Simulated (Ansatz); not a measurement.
(100) slab cut from the bulk of Ti, Fm-3m (No. 225); the slab's formula is Ti:

```xyz
6
Lattice="2.9076 0.0000 0.0000 0.0000 2.9076 0.0000 0.0000 0.0000 25.2801" Properties=species:S:1:pos:R:3 pbc="T T T"
Ti    1.4538    1.4538    7.5000
Ti    0.0000    0.0000    9.5560
Ti    1.4538    1.4538   11.6120
Ti    0.0000    0.0000   13.6681
Ti    1.4538    1.4538   15.7241
Ti    0.0000    0.0000   17.7801
```

The calculation used DFT PBE, scalar-relativistic, plane waves, PAW (Ansatz 0.2.0). Cutoff 420 eV; k points 12×12×1 on the computed 6-atom cell (Γ-centred); Gaussian smearing, width 0.10 eV; no spin polarisation. A dipole correction removes the field between periodic images along c.

Q: What forces act on the atoms?

A:
```
atom Fx (eV/Å) Fy (eV/Å) Fz (eV/Å)
 Ti1      0.000      0.000      0.646
 Ti2      0.000      0.000     -0.725
 Ti3      0.000      0.000     -0.030
 Ti4      0.000      0.000      0.030
 Ti5      0.000      0.000      0.725
 Ti6      0.000      0.000     -0.646
```

The reference crystal is the fcc form of Ti, which isn't its usual structure.

Cost: 1 run of about 0.78 core-minutes, on AMD EPYC 7R43 (Zen 3) (shared hosts).